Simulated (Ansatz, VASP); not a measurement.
One calculation of Sb, two programs

INCAR

```
ALGO = Normal ; EDIFF = 1E-6
ENCUT = 520 ; GGA = RE
ISIF = 2 ; ISMEAR = -1
LASPH = T ; LCHARG = T
LELF = T ; LREAL = F
LVHAR = T ; LWAVE = F
NBANDS = 8 ; NELM = 100
PREC = Accurate ; SIGMA = 0.1
```

Contents of KPOINTS:

```
k-points
0
Gamma
  13 13 13
```

POSCAR

```
Sb
1.0
    0.0000000000      2.4387767854      2.4387767854
    2.4387767854      0.0000000000      2.4387767854
    2.4387767854      2.4387767854      0.0000000000
Sb
1
Direct
    0.0000000000      0.0000000000      0.0000000000
```

Input for Ansatz:

```yaml
crystal:
  lattice:
    - [0.0, 2.4387767854, 2.4387767854]
    - [2.4387767854, 0.0, 2.4387767854]
    - [2.4387767854, 2.4387767854, 0.0]
  atoms:
    - { symbol: Sb, position: [0.0, 0.0, 0.0] }
hamiltonian:
  xc: revpbe
  pseudopotentials:
    kind: paw
    azcp:
      Sb: "pseudopotentials/Sb.paw.azcp"
basis:
  ecutwfc: 420
  fft_grid_basis: typed
kpoints:
  mp_grid: { grid: [13, 13, 13], shift: [0, 0, 0] }
magnetization:
  spin_polarized: false
scf:
  occupations: { method: fermi_dirac, width: 0.1 }
  lower_state_search: "off"
output:
  stress: true
```

Alike in both runs: task single point; functional revPBE; k mesh 13 × 13 × 13; occupations fermi-dirac, width 0.1 eV; no spin polarisation.

|  | VASP | Ansatz |
| --- | --- | --- |
| version | VASP 6.6.1 | Ansatz 0.2.0 |
| potentials or method | VASP PAW PBE potentials, release 64 (Sb) | plane waves (420 eV) with PAW, scalar-relativistic |
| plane-wave cutoff (eV) | 520 | 420 |
| valence electrons in the cell | 5 | 15 |

```csv
,VASP,Ansatz,Ansatz less VASP
pressure (GPa),-2.0,-1.9,+0.17
```

With one functional, cell and mesh, what is left measures potentials, basis and numerics. The two sets of potentials don't hold the same shells in valence.

Caveats: the PAW data sets were made with another functional, which shifts forces and pressure a little (VASP). Spin-orbit coupling is left out, which matters for the levels of Sb.
